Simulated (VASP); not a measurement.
Input of a VASP 6.6.1 run:

The input INCAR:

```
  PREC = Accurate
  ENCUT = 520
  EDIFF = 1E-6
  ISMEAR = 1
  SIGMA = 0.15
  LREAL = False
  LASPH = True
  NELM = 60
  ALGO = Normal
  ISIF = 2
  LWAVE = False
  LCHARG = False
  GGA = PE
  NBANDS = 15
```

Contents of KPOINTS:

```
Automatic mesh
0
Gamma
  4 4 4
```

POSCAR

```
TaN
1.0
    2.9380000000      0.0000000000      0.0000000000
   -1.4690000000      2.5443826363      0.0000000000
    0.0000000000      0.0000000000      2.8830000000
Ta N
1 1
Direct
    0.3333330000      0.6666670000      0.5000000000
    0.0000000000      0.0000000000      0.0000000000
```

Potentials or basis: VASP PAW PBE potentials, release 64 (Ta_pv, N).

Launch:

```bash
$ cat potpaw_PBE.64/Ta_pv/POTCAR potpaw_PBE.64/N/POTCAR > POTCAR
$ mpirun -np 1 vasp_std > vasp.out
```

Question: Predict the band gap on the k mesh.

Answer: None (metal or under the smearing width).

Question: Estimate the pressure.

Answer: 6.1 GPa.

Stress tensor (GPa, compression positive):
```
6.16 0.00 0.00
0.00 6.16 0.00
0.00 0.00 6.03
```

Caveat: the k mesh is coarse (spacing up to 0.62 Å⁻¹), so the values aren't converged. The run has no spin-orbit coupling, so splittings on Ta are missing.
